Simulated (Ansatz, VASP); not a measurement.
## Al: VASP beside Ansatz

```
CELL_PARAMETERS angstrom
0.00000 2.02481 2.02481
2.02481 0.00000 2.02481
2.02481 2.02481 0.00000
ATOMIC_POSITIONS crystal
Al 0.00000 0.00000 0.00000
```

Alike in both runs: task relaxation of cell and atoms; functional LDA; k mesh 14 × 14 × 14; occupations gaussian, width 0.1 eV; no spin polarisation.

|  | VASP | Ansatz |
| --- | --- | --- |
| version | VASP 6.6.1 | Ansatz 0.2.0 |
| potentials or method | VASP PAW LDA potentials, release 64 (Al) | scalar-relativistic, plane waves, PAW |
| plane-wave cutoff (eV) | 600 | 420 |
| valence electrons in the cell | 3 | 3 |

|  | VASP | Ansatz | Ansatz less VASP |
| --- | --- | --- | --- |
| gap on the k mesh at the Fermi level, each at its own relaxed structure (eV) | none | none | - |
| relaxed volume (Å³/atom) | 15.77 | 15.76 | -0.013 |
| relaxed cell length with the largest relative difference (Å) | 2.815 | 2.814 | -0.0008 |
| energy change over the relaxation (meV/atom) | -11 | -11 | -0.4 |

A gap of «none» marks a metal or a gap that the smearing closes. Ansatz warned: «pseudo_functional_mismatch».

LDA usually gives volumes a few per cent too small. Zero-point motion and thermal expansion aren't in these numbers.
